**Question: Can I estimate the stiffness of cubic HfO₂ from its volume alone?**

I have results for one crystal, cubic HfO₂, from a range of methods:

Cubic HfO₂ (Fm-3m), periodic in three directions, computed with several programs and the methods named in the rows, without spin polarisation or spin-orbit coupling. Band gaps are for the cell relaxed with r2SCAN. Volumes come from each method's own relaxation or energy curve, and bulk moduli are for a fixed cell shape.

| name | kind | band gap (eV) | volume per atom (Å³) | bulk modulus (GPa) | atoms computed |
| --- | --- | --- | --- | --- | --- |
| PBE coarse-settings | low cutoff and mesh | 3.759 | n/a | n/a | 3 |
| PBE | semilocal | 3.803 | 11.039 | 245.5 | 3 |
| r2SCAN | semilocal | 4.303 | 10.786 | 270.8 | 3 |
| GFN1-xTB tblite | tight binding | 0.941 | n/a | n/a | 96 |
| GLLB-SC | model potential | 6.514 | n/a | n/a | 3 |
| GFN2-xTB tblite | tight binding | 0.651 | n/a | n/a | 96 |
| PBE SZV | small basis | 2.671 | 10.796 | 263.7 | 3 |
| PM7 | semi-empirical | 9.429 | 9.704 | 747.4 | 96 |
| PBE sz-orbitals | small basis | 3.338 | n/a | n/a | 3 |
| PBE DZVP | small basis | 3.984 | 10.712 | 254.4 | 3 |
| PM6 | semi-empirical | 4.418 | n/a | n/a | 96 |

The methods that give a smaller volume than plane-wave PBE also give a larger bulk modulus, which sounds reasonable. But PBE DZVP has a smaller volume than r2SCAN and is nevertheless softer. Is there a pencil rule that takes me from the volume in one method to the modulus, and how far can I trust it? Could I do the same for the band gap?

**Answer**

For the modulus, yes. Remember that PBE gives this oxide a bulk modulus of roughly 250 GPa, and that a method which makes the same crystal 1% smaller in volume can be expected, as a first guess, to make it about 3% stiffer. The plausible range is from a little over 1% to about 4%, and your puzzling row lies at the lower end of it. For the gap there is no such rule.

**Why smaller goes with stiffer**

Think of the crystal as Hf⁴⁺ and O²⁻ ions. Their charges pull them together, and the overlap of their closed shells pushes them apart. The attraction changes slowly with distance and the repulsion steeply, so the resistance to compression comes from the repulsion. Two methods can disagree about the volume in different ways, and the change in stiffness depends on which way it is.

In the first case, one method acts like the other with a constant extra pressure on the crystal. The ions are pushed further up the same repulsive wall, where it is steeper. A constant pressure doesn't change the slope of the pressure–volume curve, so both methods have the same modulus at the same volume. They differ only in where on this common curve they come to rest. For many solids the modulus rises by roughly 4 GPa for each GPa of pressure, and this means about 4% more stiffness for 1% less volume.

In the second case, one method has a weaker repulsion. The ions again move closer, but now because the wall itself has been lowered. The simplest ionic model shows what follows. With $R$ the Hf–O distance, $A$ the strength of the attraction and $C$ that of the repulsion, the energy per formula unit is

$$E=-\frac{A}{R}+\frac{C}{R^{n}} .$$

At the minimum $C$ can be eliminated, and the modulus becomes

$$B=\frac{(n-1)\,A}{9\,R\,V}\;\propto\;V^{-4/3},$$

where $V$ is the volume of a formula unit. The steepness $n$ stays the same, so only the shorter distance and the smaller volume raise the modulus. The gain is about 1.3% for 1% less volume.

**The rule, worked on two rows**

Without knowing which case applies, take the slope halfway between 4/3 and 4, which is 8/3. With plane-wave PBE as the starting point (volume $V_0$ per atom, modulus $B_0$), the estimate is

$$B\approx B_0\left[1+\tfrac{8}{3}\left(\frac{V_0}{V}-1\right)\right].$$

For r2SCAN, the volume ratio is $11.039/10.786=1.0235$. Then $B\approx 245.5\times(1+\tfrac{8}{3}\times0.0235)\approx 261$ GPa. The calculation gives 271 GPa, so the estimate is about 4% too low.

For PBE DZVP, the ratio is $11.039/10.712=1.0305$, and the same steps give about 265 GPa. The calculation gives 254 GPa, so this time the estimate is about 4% too high. The rule gets the direction right in both rows, but it can't get their order right, because it knows nothing except the volume.

**Why the two rows fall on opposite sides**

r2SCAN behaves much like the first case. When PBE is run on the r2SCAN cell, the crystal pushes outwards with 6.0 GPa. Squeezing the PBE crystal to that volume should therefore raise its modulus by about $4\times6=24$ GPa, to roughly 270 GPa. That is close to what r2SCAN gives, although one such agreement doesn't prove that the two functionals differ by a constant pressure.

PBE DZVP lies near the second case, with a gain of only about 1.2% per 1% of volume. A possible reason is its small set of atom-centred functions. In the crystal, each ion can borrow functions from its neighbours to improve its own description, and this lowers the energy more strongly the closer the ions are. The result is a false short-range attraction, which acts like a weaker repulsion: the crystal shrinks without gaining much stiffness. This explanation is untested here, and PBE SZV warns against a simple version of it: with fewer functions still, it shrinks the crystal less and gains about 3.3% per 1% of volume. The treatment of the core electrons may also differ between these runs, and the slope itself is delicate: an error of 3% in one modulus would shift it by about 1. A repeat with larger basis sets would show whether the effect fades.

So the kind of method alone doesn't tell you which slope to take. Keep the midpoint, and use 4/3 and 4 as a rough range.

**How good it is**

Over the three density-functional rows other than the starting point (r2SCAN, PBE SZV and PBE DZVP), the largest error is 4.4% of the computed modulus. The typical (root-mean-square) error is 3.4%, against 7% if you simply reuse the PBE modulus. So the volume correction halves the error, which is useful but not dramatic. No slope was fitted, but I chose the midpoint after seeing these rows, and three rows are too few to promise the same accuracy elsewhere.

**If you don't have the volume yet**

A single pressure is enough for a first estimate. Divide the pressure that a method gives on a borrowed cell by the modulus, and you have the fraction by which the volume will grow. For PBE on the r2SCAN cell this is $5.98/271\approx2.2\%$, which leads to 11.02 Å³ per atom; the calculated value is 11.04.

The pressure must come from careful settings, however. With the low cutoff and coarse mesh, PBE gives 7.2 GPa on the same cell, which would add a false 0.5% to the volume. The gap of that run changes by only about 0.04 eV, so a settled gap doesn't mean that the pressure is settled too.

**Where it stops working**

The rule needs a trustworthy starting point. If you put the full charges of +4 and −2 and a rough assumed steepness of $n\approx9$ into the ionic formula, you get about 580 GPa, more than twice the r2SCAN value. Much of the excess comes from the assumed steepness. In this model the modulus rises by $(n+7)/3$ GPa for each GPa of pressure, so the value of 4 used above belongs to $n=5$, and this gives only about 290 GPa. That doesn't prove that the charges are really +4 and −2, because Hf–O bonds share electrons. It shows that the formula can't tell you how large the modulus is unless you know $n$, whereas the slope of 4/3 doesn't depend on $n$ at all.

The rule also needs two methods that describe nearly the same crystal. PM7 doesn't meet this condition: it shrinks the volume so far that even a slope of 4 gives only 381 GPa, while its own modulus is 747 GPa. A semi-empirical model with such a steep energy curve isn't a small correction to PBE, and no reasonable slope will repair it.

The band gap is outside the rule altogether. Every gap in your table was computed on the same cell, yet the values run from 0.65 to 9.4 eV, so the differences come from the methods and their settings (the 96-atom runs, for example, see few k points) and not from the volume. PBE SZV makes the point well. It nearly matches r2SCAN in volume and comes within 3% in modulus, but its gap is 1.6 eV smaller. The step from r2SCAN to PBE in plane waves accounts for only 0.5 eV of this. Most of the rest probably comes from the minimal basis, which can misplace both filled and empty states, and a good volume is no sign that they are right.

HfO₂ serves as a gate dielectric in transistors, where the modulus turns a strain into a stress. With 250 GPa, a 1% change in volume corresponds to about 2.5 GPa, and the choice between PBE and r2SCAN alters this by about a tenth. Real films are often amorphous or have another crystal structure, so for them this is an order of magnitude only. The gap, which matters for leakage, needs its own calculation.
